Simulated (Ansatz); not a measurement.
Crystal: BaTiO3.

```
Ba Ti O
1.0
     3.99980    0.00000    0.00000
     0.00000    3.99980    0.00000
     0.00000    0.00000    8.03600
Ba Ti O
2 2 6
Direct
  0.99933 0.00149 0.00206
  0.00067 0.99851 0.49794
  0.48935 0.49786 0.23992
  0.51065 0.50214 0.74208
  0.50279 0.50210 0.01077
  0.49721 0.49790 0.50523
  0.50567 0.00168 0.25810
  0.49433 0.99832 0.75690
  0.00777 0.49971 0.26264
  0.99223 0.50029 0.75236
```

```yaml
Program: Ansatz 0.2.0
Task: relaxation of cell and atoms
Functional: RPBE
Potentials_or_basis: Ansatz PAW
Cutoff: "420 eV (not typed: the program's choice for these potentials)"
k_mesh: 7 × 7 × 4
Occupations: fermi-dirac, width 0.05 eV
Spin: no spin polarisation
```

At the start: volume 12.86 Å³/atom.

**Question.** How do energy, volume and symmetry change on relaxing?

**Answer.** It ends after 20 steps and the volume is 14.10 Å³/atom (+9.7 %); space group Pmc2_1 (No. 26, to 0.05 Å).

Step by step:
```tsv
step	energy change (eV)	largest force (eV/Å)	volume (Å³)
1	0.0000	0.9707	128.56
2	-0.0865	1.0127	135.74
3	-0.1531	0.9194	139.47
4	-0.2019	0.4624	142.39
5	-0.2715	0.0932	139.37
6	-0.2795	0.0122	138.87
7	-0.2800	0.0047	138.86
8	-0.2800	0.0017	138.91
9	-0.2800	0.0048	138.91
10	-0.3302	0.0044	138.91
11	-0.3315	0.0047	139.57
12	-0.3310	0.0078	140.26
13	-0.3307	0.0051	140.41
14	-0.3308	0.0126	140.41
15	-0.3310	0.0059	140.43
16	-0.3309	0.0050	140.46
17	-0.3306	0.0130	140.60
18	-0.3376	0.0135	140.60
19	-0.3381	0.0083	141.04
20	-0.3396	0.0083	141.04
```

Final structure:
```cif
data_structure
_symmetry_space_group_name_H-M 'P 1'
_symmetry_Int_Tables_number 1
_cell_length_a 3.9688
_cell_length_b 4.1300
_cell_length_c 8.6048
_cell_angle_alpha 90.000
_cell_angle_beta 90.001
_cell_angle_gamma 89.949
_cell_volume 141.04
loop_
_atom_site_label
_atom_site_type_symbol
_atom_site_fract_x
_atom_site_fract_y
_atom_site_fract_z
_atom_site_occupancy
Ba1 Ba 0.99891 0.99085 0.99032 1
Ba2 Ba 0.00105 0.00915 0.49031 1
Ti1 Ti 0.49722 0.47557 0.23237 1
Ti2 Ti 0.50281 0.52443 0.73237 1
O1 O 0.49963 0.49829 0.02200 1
O2 O 0.50036 0.50170 0.52200 1
O3 O 0.50169 0.02946 0.25717 1
O4 O 0.49831 0.97054 0.75717 1
O5 O 0.00250 0.52049 0.26215 1
O6 O 0.99753 0.47952 0.76215 1
```

Caveat: the plane-wave basis is chosen anew once the cell has moved, so the energies of steps on either side of that aren't comparable; the pressure holds a Pulay correction of +0.4 GPa for the finite cutoff; the PAW data sets come from PBE, with cores solved anew for the run's functional, which leaves a small shift of forces and pressure.
